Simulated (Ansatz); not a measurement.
# Quasiparticle gap of Ga6As5P (zincblende [001] superlattice), part 2 of 2

Wanted: the gap of Ga6As5P (zincblende [001] superlattice) with a many-body correction, and the time that it takes.

Ansatz 0.2.0; HSE06, then G0W0 on it, plane waves, PAW. Known limits of the many-body steps: finite bands, screening cutoff and k mesh; no spin-orbit coupling in G0W0; d shells not analysed.

So far. Step 2 (The starting point: HSE06): Over mesh and listed points the gap is 1.602 eV, direct, at k = Γ.

In doubt: masses and optical values from hybrid runs of this build are listed as unsure (step 3), which bears on the screening that GW takes from such a start.

### Step 3. The quasiparticle correction

G0W0 replaces the xc potential by a self-energy built once from the orbitals of the start. Levels are corrected in the window of bands that the input names, at points of the mesh.

This step: G0W0 on HSE06, plane waves, PAW; PAW set soft_1.

The input, input.yaml:

```yaml
crystal:
  lattice:
    - [3.9792939425, 0.0, 0.0]
    - [0.0, 3.9792939425, 0.0]
    - [0.0, 0.0, 16.8298138015]
  atoms:
    - { symbol: Ga, position: [0.0, 0.0, 0.0391723872] }
    - { symbol: As, position: [0.5, 0.0, 0.1234835605] }
    - { symbol: Ga, position: [0.5, 0.5, 0.2077061762] }
    - { symbol: As, position: [0.0, 0.5, 0.2920803439] }
    - { symbol: Ga, position: [0.0, 0.0, 0.3764446862] }
    - { symbol: As, position: [0.5, 0.0, 0.460813568] }
    - { symbol: Ga, position: [0.5, 0.5, 0.5451824498] }
    - { symbol: As, position: [0.0, 0.5, 0.6295467921] }
    - { symbol: Ga, position: [0.0, 0.0, 0.7139209597] }
    - { symbol: As, position: [0.5, 0.0, 0.7981435755] }
    - { symbol: Ga, position: [0.5, 0.5, 0.8824547487] }
    - { symbol: P, position: [0.0, 0.5, 0.960813568] }
kpoints:
  mp_grid: { grid: [4, 4, 2] }
hamiltonian:
  xc: hse06
  pseudopotentials: { kind: paw, azcp: { folder: soft_1 } }
scf:
  occupations: { method: fixed }
gw:
  n_empty_bands: 516
  ecut_chi: 90
  qp_bands: [v4, c4]
  qp_kpoints: band_edges
  screening: { model: contour_deformation }
```

The run is started by

```
ansatz run input.yaml --threads 2 --pin off --max-ram 73728MiB --backend cuda --events-out ev --progress --plain --runs-dir out --devices 1 --max-vram 13GiB
```

Numbers of over 12 decimals in the logs are rounded to 6 here.

Output:

```text
GPUs: using 1 of 1 available (devices: 1).
[...]
GPU FFT provider: cuFFT
GPU libraries: cuBLAS 13.8.2, cuFFT 12.4.0, cuSOLVER 12.3.4
Crystal: 12 atoms, lattice volume = 266.496 Å³
Basis set: ecut = 420 eV, 5225 PW (Γ)
Bands: 95, of which v1, the nominal top of the filled ones, is band 79 counted from 1 (78 counted from 0)
Symmetry: 8 space group operations
[...]
k-points: 12 of 32
[...]
GPU buffer pool allocated for 87480 grid points (all kernels)
[...]
SCF iter   1: F=—  HF=-47738.620461 eV  |F-HF|=—  |Δ(HF+E_count)|=         —  Δρ=4.41e-2  dr2=4.00e0  ethr=1.00e-1  ⟨swp⟩=5.7  Hψ=3219  notcnv=0
[...]
SCF iter  11: F=-47738.439743 eV  HF=-47738.439744 eV  |F-HF|=1.28e-6  |Δ(HF+E_count)|=   5.15e-6  Δρ=1.35e-5  dr2=1.14e-6  ethr=3.69e-8  ⟨swp⟩=3.4  Hψ=2660  notcnv=0
SCF 1 stopped early in 11 iterations: F = -47738.439743 eV  dr2 = 1.14e-6
[...]
GPU FFT provider: cuFFT
GPU libraries: cuBLAS 13.8.2, cuFFT 12.4.0, cuSOLVER 12.3.4
[...]
GPU buffer pool allocated for 87480 grid points (all kernels)
[...]
Frozen-core exchange: fock
SCF iter   1: F=—  HF=-47748.411566 eV  |F-HF|=—  |Δ(HF+E_count)|=         —  Δρ=1.40e-2  dr2=2.05e-1  ethr=7.20e-9  ⟨swp⟩=10.1  Hψ=8933  notcnv=0
[...]
SCF iter   8: F=-47748.352676 eV  HF=-47748.352677 eV  |F-HF|=3.87e-7  |Δ(HF+E_count)|=   3.18e-5  Δρ=1.74e-5  dr2=6.11e-6  ethr=7.20e-9  ⟨swp⟩=4.0  Hψ=3526  notcnv=0
SCF 2 stopped early in 8 iterations: F = -47748.352676 eV  dr2 = 6.11e-6
hybrid outer 1: dexx = +6.502e-2 eV, tail = 3.72e-4 eV
GPU FFT provider: cuFFT
GPU libraries: cuBLAS 13.8.2, cuFFT 12.4.0, cuSOLVER 12.3.4
GPU buffer pool allocated for 87480 grid points (all kernels)
[...]
Frozen-core exchange: fock
SCF iter   1: F=—  HF=-47748.352599 eV  |F-HF|=—  |Δ(HF+E_count)|=         —  Δρ=6.88e-5  dr2=2.41e-5  ethr=1.18e-6  ⟨swp⟩=3.5  Hψ=2724  notcnv=0
[...]
SCF iter   5: F=-47748.352673 eV  HF=-47748.352673 eV  |F-HF|=2.75e-8  |Δ(HF+E_count)|=   7.87e-9  Δρ=1.40e-6  dr2=7.83e-8  ethr=6.50e-11  ⟨swp⟩=3.9  Hψ=2942  notcnv=0
SCF 3 converged in 5 iterations: F = -47748.352673 eV  dr2 = 7.83e-8
[...]
NSCF: frozen V_eff on 12 k-points
Exchange-term sweep: 0 of 12 (spin, k) points
Exchange-term sweep: 1 of 12 (spin, k) points
Exchange-term sweep: 2 of 12 (spin, k) points
Exchange-term sweep: 3 of 12 (spin, k) points
Exchange-term sweep: 4 of 12 (spin, k) points
Exchange-term sweep: 5 of 12 (spin, k) points
Exchange-term sweep: 6 of 12 (spin, k) points
Exchange-term sweep: 7 of 12 (spin, k) points
Exchange-term sweep: 8 of 12 (spin, k) points
Exchange-term sweep: 9 of 12 (spin, k) points
Exchange-term sweep: 10 of 12 (spin, k) points
Exchange-term sweep: 11 of 12 (spin, k) points
Exchange-term sweep: 12 of 12 (spin, k) points
G₀W₀ screening: q 1/12
[... further progress lines ...]
[...]
Free energy (F): -47748.352610 eV
Frozen-core exchange: fock
[...]
Internal energy: -47748.352610 eV  (E = F + TS)
E sigma→0 (E₀):  -47748.352610 eV
Fermi energy:    7.403171 eV
[...]
--- Band table (eV; the first three rows and the last of 12) ---
  k-point 0: bands = [... 75 lower, 6.3767, 7.3883, 7.3883, 7.4032, 9.0052, 9.4509, 9.4583, 9.6852, ... 3 higher]
  k-point 1: bands = [... 75 lower, 6.9600, 6.9600, 7.1114, 7.1114, 9.3741, 9.4157, 9.8916, 10.0163, ... 3 higher]
  k-point 2: bands = [... 75 lower, 6.4720, 6.5242, 6.5659, 7.0973, 9.7807, 9.8505, 10.0405, 10.4348, ... 3 higher]
  k-point 11: bands = [... 75 lower, 4.2517, 4.2817, 4.3143, 4.3376, 9.8961, 10.0254, 10.0451, 10.1858, ... 3 higher]
  guard bands above this table: 9 of the run's 95 bands. The solve was not asked for them (output.publish_guard_bands: true or output.eigenvalues: true publishes all)
--- G₀W₀: contour deformation, 6 samples at zero and on the imaginary axis and 1 off it, 32 q-points, 516 empty bands' worth ---
  eigenvalues of the whole cell's RPA ε∞ on this k-mesh (on a slab, of 1 + 4πα/V) = 9.9278, 12.0942, 12.0942; static W/v taken at q = 0 is 0.078827
  bands read: the sum over 595 bands ends inside a degenerate multiplet in 2 slots, whose members it reads at an even weight; the widest, k=10: bands 595 to 596 (counted from 1) at 1/2 each
  gw.qp_kpoints: band_edges: 8 of 12 stored k-points solved, in 1 pass; an edge of the gap read off the rows below is read off those points alone
    valence top: of the k-points left out ik 6 came nearest to being solved in a further pass, in band 79 (counted from 1, as in the quasiparticle table): it holds the edge there only if its correction is more favourable than any solved in that band by at least 1.226 eV; those differ by 0.027 eV
    conduction bottom: of the k-points left out ik 6 came nearest to being solved in a further pass, in band 80 (counted from 1, as in the quasiparticle table): it holds the edge there only if its correction is more favourable than any solved in that band by at least 0.734 eV; those differ by 0.356 eV
    ik  band        ε_KS         Σx   Σc(E_QP)       V_xc       Z   E_QP_lin       E_QP  E_QP is
     0    76      6.3767   -16.1824     1.4624   -14.5939  0.7859     6.2504     6.2507  root
     0    77      7.3883   -16.8713     1.2105   -15.5513  0.7930     7.2786     7.2788  root
     0    78      7.3883   -16.8713     1.2105   -15.5513  0.7930     7.2786     7.2788  root
     0    79      7.4032   -16.5201     0.9168   -15.5120  0.7955     7.3119     7.3120  root
     0    80      9.0052   -11.2763    -3.5060   -15.0341  0.8040     9.2576     9.2571  root
     0    81      9.4509    -6.5823    -3.6448   -10.1326  0.8079     9.3565     9.3564  root
     0    82      9.4583    -7.3077    -3.6859   -10.9925  0.8018     9.4571     9.4571  root
     0    83      9.6852    -7.0397    -3.6442   -10.6279  0.8062     9.6291     9.6290  root
     1    76      6.9600   -16.5757     1.3095   -15.1533  0.7893     6.8468     6.8470  root
     1    77      6.9600   -16.5757     1.3095   -15.1533  0.7893     6.8468     6.8470  root
     1    78      7.1114   -16.5582     1.2561   -15.1836  0.7918     6.9928     6.9930  root
     1    79      7.1114   -16.5582     1.2561   -15.1836  0.7918     6.9928     6.9930  root
     1    80      9.3741    -7.1905    -3.6459   -10.8109  0.8040     9.3487     9.3487  root
     1    81      9.4157    -6.7687    -3.6252   -10.3141  0.8068     9.3360     9.3359  root
     1    82      9.8916    -7.7334    -3.7105   -11.4469  0.8007     9.8946     9.8946  root
     1    83     10.0163   -10.6495    -3.5133   -14.3352  0.7989    10.1891    10.1888  root
     2    76      6.4720   -16.3561     1.4645   -14.7705  0.7868     6.3508     6.3510  root
     2    77      6.5242   -16.1616     1.2041   -14.8539  0.7898     6.4206     6.4207  root
     2    78      6.5659   -16.1446     1.1974   -14.8412  0.7903     6.4599     6.4601  root
     2    79      7.0973   -16.7566     1.3070   -15.3380  0.7909     6.9857     6.9858  root
     2    80      9.7807    -9.1161    -3.6492   -12.8690  0.8000     9.8845     9.8844  root
     2    81      9.8505    -9.3778    -3.6207   -13.1243  0.8020     9.9764     9.9762  root
     2    82     10.0405    -7.5766    -3.7426   -11.3112  0.8030    10.0325    10.0325  root
     2    83     10.4348    -7.7964    -3.8287   -11.6290  0.7987    10.4387    10.4387  root
     3    76      6.4717   -16.0390     1.2323   -14.6988  0.7887     6.3637     6.3639  root
     3    77      6.4973   -16.0544     1.2104   -14.7326  0.7899     6.3857     6.3859  root
     3    78      6.8074   -16.6134     1.3835   -15.1181  0.7882     6.6955     6.6957  root
     3    79      6.9653   -16.6266     1.3344   -15.1765  0.7904     6.8495     6.8497  root
     3    80      9.9091    -8.3815    -3.7527   -12.1917  0.7983     9.9666     9.9666  root
     3    81      9.9955    -9.6148    -3.6603   -13.4251  0.8008    10.1456    10.1453  root
     3    82     10.1510    -8.4400    -3.7306   -12.2283  0.8012    10.2086    10.2086  root
     3    83     10.2717    -7.2719    -3.7778   -11.0075  0.8030    10.2296    10.2295  root
     4    76      6.1818   -16.3269     1.5708   -14.6372  0.7841     6.0627     6.0630  root
     4    77      6.2089   -16.3624     1.5649   -14.6792  0.7847     6.0904     6.0907  root
     4    78      6.2157   -16.3758     1.5658   -14.6920  0.7846     6.0975     6.0977  root
     4    79      6.2192   -16.3702     1.5655   -14.6878  0.7845     6.1020     6.1023  root
     4    80      9.8058    -9.2885    -3.6723   -13.0659  0.7976     9.9111     9.9110  root
     4    81      9.8842    -9.5077    -3.6198   -13.2460  0.8005    10.0028    10.0026  root
     4    82      9.8855    -9.6313    -3.6028   -13.3616  0.8010    10.0131    10.0129  root
     4    83      9.9127    -9.5395    -3.6350   -13.3055  0.8003    10.0439    10.0437  root
[...]
10    80      9.3980    -6.6705    -3.5159   -10.0823  0.8112     9.2940     9.2939  root
    10    81      9.5645    -6.5788    -3.5421    -9.9988  0.8110     9.4425     9.4423  root
    10    82      9.7553    -7.7964    -3.5524   -11.3386  0.8062     9.7451     9.7451  root
    10    83      9.7553    -7.7964    -3.5524   -11.3386  0.8062     9.7451     9.7451  root
    11    76      4.2517   -15.5246     1.9896   -13.4263  0.7655     4.1428     4.1431  root
    11    77      4.2817   -15.3269     1.9399   -13.2791  0.7669     4.1736     4.1738  root
    11    78      4.3143   -15.3638     1.9377   -13.3176  0.7672     4.2056     4.2059  root
    11    79      4.3376   -15.3849     1.9193   -13.3532  0.7685     4.2250     4.2253  root
    11    80      9.8961    -6.9111    -3.6152   -10.4417  0.8068     9.8116     9.8115  root
    11    81     10.0254    -6.7916    -3.6222   -10.3070  0.8074     9.9186     9.9185  root
    11    82     10.0451    -6.8339    -3.6173   -10.3447  0.8076     9.9387     9.9385  root
    11    83     10.1858    -6.6957    -3.6609   -10.2366  0.8065    10.0659    10.0657  root
```

The job ended after 2 min (1 × NVIDIA H100 80GB HBM3 (shared by 6 runs) with 2 threads of AMD EPYC 7R13 (Zen 3), shared host; peak memory 3.6 GiB).

Numbers from this step:

```
bands summed                                    : 595
RPA ε∞ on this mesh (eigenvalues)               : 9.928, 12.09, 12.09
plane waves in the screening matrix             : 495
q-points in the mesh                            : 32
G0W0 gap over the corrected points              : 1.945 eV
k of the valence top                            : 0, 0, 0
k of the conduction bottom                      : 0, 0, 0
starting gap on the mesh                        : 1.602 eV
Z at the valence top                            : 0.7955
Z at the conduction bottom                      : 0.8040
least direct G0W0 gap over the corrected points : 1.945 eV
```

Over 8 of 12 irreducible mesh points the G0W0 gap is 1.945 eV, direct, at k = Γ. The HSE06 gap of this run on the mesh is 1.602 eV. The two states that bound the G0W0 gap lie that far apart at the start, so the correction of the gap is 1.945 − 1.602 = +0.343 eV.

Labels follow the order of the start: v1 is the top filled band, c1 the lowest empty one; levels that stay degenerate share a row, the window can cut a multiplet, doubted levels are not marked in this list, bands outside the window were not corrected, and the list may be a part of the corrected levels. The levels before and after the correction (eV, zero at the valence-band top of each column):

|  | conduction bottom | valence top |
| --- | --- | --- |
| HSE06 | 1.60 | 0.00 |
| G0W0 | 1.95 | 0.00 |

|  | level | occupation | energy (eV) |
| --- | --- | --- | --- |
| HSE06 | Γ v4 | 2 | -1.026 |
| HSE06 | Γ v3-v2 | 2 | -0.015 |
| HSE06 | Γ v1 | 2 | 0.000 |
| HSE06 | Γ c1 | 0 | 1.602 |
| HSE06 | Γ c2 | 0 | 2.048 |
| HSE06 | Γ c3 | 0 | 2.055 |
| HSE06 | Γ c4 | 0 | 2.282 |
| G0W0 | Γ v4 | 2 | -1.061 |
| G0W0 | Γ v3-v2 | 2 | -0.033 |
| G0W0 | Γ v1 | 2 | 0.000 |
| G0W0 | Γ c1 | 0 | 1.945 |
| G0W0 | Γ c2 | 0 | 2.044 |
| G0W0 | Γ c3 | 0 | 2.145 |
| G0W0 | Γ c4 | 0 | 2.317 |

The parts of the quasiparticle energy for the two states that bound the G0W0 gap, in eV on the run's own scale (QP = start + Σx + Σc − Vxc, with Σc at the quasiparticle energy):

| edge | k | band | start | Σx | Σc | Vxc | Z | QP |
| --- | --- | --- | --- | --- | --- | --- | --- | --- |
| valence top | Γ | 79 | 7.403 | −16.520 | 0.917 | −15.512 | 0.795 | 7.312 |
| conduction bottom | Γ | 80 | 9.005 | −11.276 | −3.506 | −15.034 | 0.804 | 9.257 |

For a hybrid start, Vxc holds its share of exact exchange.

### Step 4. The runs together

Each gap is the least one over the points named; times are wall times on shared hosts, not benchmarks. A G0W0 time includes the run's own self-consistent start. Runs with listed points see these and the mesh alone, so an edge that moves elsewhere is missed.

| level | mesh | files, cutoff | bands summed, screening | points | gap (eV) | valence top | conduction bottom | least direct gap (eV) | time |
| --- | --- | --- | --- | --- | --- | --- | --- | --- | --- |
| HSE06 | 4×4×2 | soft_1 PAW, 420 eV | - | mesh and listed points | 1.602 | Γ | Γ | 1.602 | 60 s |
| G0W0@HSE06 | 4×4×2 | soft_1 PAW, 420 eV | 595, 90 eV | 8 of 12 irreducible mesh points | 1.945 | Γ | Γ | 1.945 | 2 min |

### Step 5. Summary of results

```yaml
hse06_gap_over_mesh_and_listed_points: 1.602 eV, direct, at k = Γ
g0w0_hse06_gap_over_8_of_12_irreducible_mesh_points: 1.945 eV, direct, at k = Γ
gw_settings: 4×4×2 mesh, 516 empty bands, screening to 90 eV, PAW set soft_1 files
known_limits: finite bands, screening cutoff and k mesh; no spin-orbit coupling in G0W0; d shells not analysed
```

Over 8 of 12 irreducible mesh points the G0W0 gap is 1.945 eV, direct, at k = Γ. The HSE06 gap of this run on the mesh is 1.602 eV. The two states that bound the G0W0 gap lie that far apart at the start, so the correction of the gap is 1.945 − 1.602 = +0.343 eV. The valence state moves by 7.312 − 7.403 = −0.091 eV and the conduction state by 9.257 − 9.005 = +0.252 eV, on the run's own scale; how far single levels stand from their limit in bands is not shown. Both edges that HSE06 shows over mesh and listed points lie at k points where levels were corrected. Levels at other points were not corrected, so a lower G0W0 gap elsewhere in the zone is not ruled out. No second run with other bands and screening cutoff is shown, so the distance to the basis limit is not known. On another start, G0W0@PBEsol runs of this series (4×4×2 mesh, soft_1 PAW; not shown as steps) give 1.499 eV with 360 bands and 60 eV and 1.399 eV with 1190 bands and 150 eV. The program doubts an edge level of G0W0@PBEsol with 360 bands (4×4×2, soft_1 PAW). G0W0 on other starts in this series, not shown as steps and not all at these settings: 1.499 eV on PBEsol (4×4×2, soft_1 PAW, 360 bands, 60 eV). The program doubts an edge level of G0W0@PBEsol with 360 bands (4×4×2, soft_1 PAW). Two runs of this series at another level, not shown as steps, test spin-orbit coupling. PBEsol+SOC against PBEsol: 0.525 − 0.625 = −0.100 eV, with the same mesh, set of files (read in its fully relativistic form for the spin-orbit run) and cutoff, and both edges at the same k points. The spin-orbit run sees mesh and listed points alone, so its gap is an upper bound: the coupling can move an edge off these points, the more so as this crystal has no centre of inversion, and the change over the zone, its sign included where it is small, is not known. What spin-orbit coupling does to the G0W0 levels was not computed, so no sum with the G0W0 gap is formed. The G0W0 runs are scalar-relativistic. One-shot GW is known to converge slowly in bands for compounds with shallow d shells. The cell holds Ga; the filling of the d shell and its place against the gap were not analysed here. No pair of G0W0 runs that differ in the mesh alone is shown (4×4×2 is a supercell whose nearest images lie 16 Å apart), so the error from the mesh is not known here. G0W0 is shown with one set of atomic data (soft_1 PAW), so the error from the files is not known here.

[Paths, hosts, dates, memory and timing lines, banners, echoed tables and standing remarks are left out of the program output.]

[Logs are printed without paths, hosts, clocks, repeated set-up lines and the standing remarks that a program may print on its own settings, such as how far it seeks lower states.]

[Runs of the session that timed out or met a known fault of the program may be left out.]

[Cells called generated may have been cut or substituted from an entry of the Crystallography Open Database or the Materials Project.]

[Hosts, paths, dates, database ids (printed as entryN), source tags and the programs' standing remarks are cut or masked in the printed files.]

[Where an RPA ε∞ is given, it is that of the G0W0 mesh and is not shown converged in it. Names of k-points follow the symmetry that the program found, which can be lower than the space group named. Band edges on a path are those of the sampled points; other points can move an edge, and change direct to indirect where valleys lie close.]

[Hybrid gaps are those of their k-mesh and are not shown converged in it.]
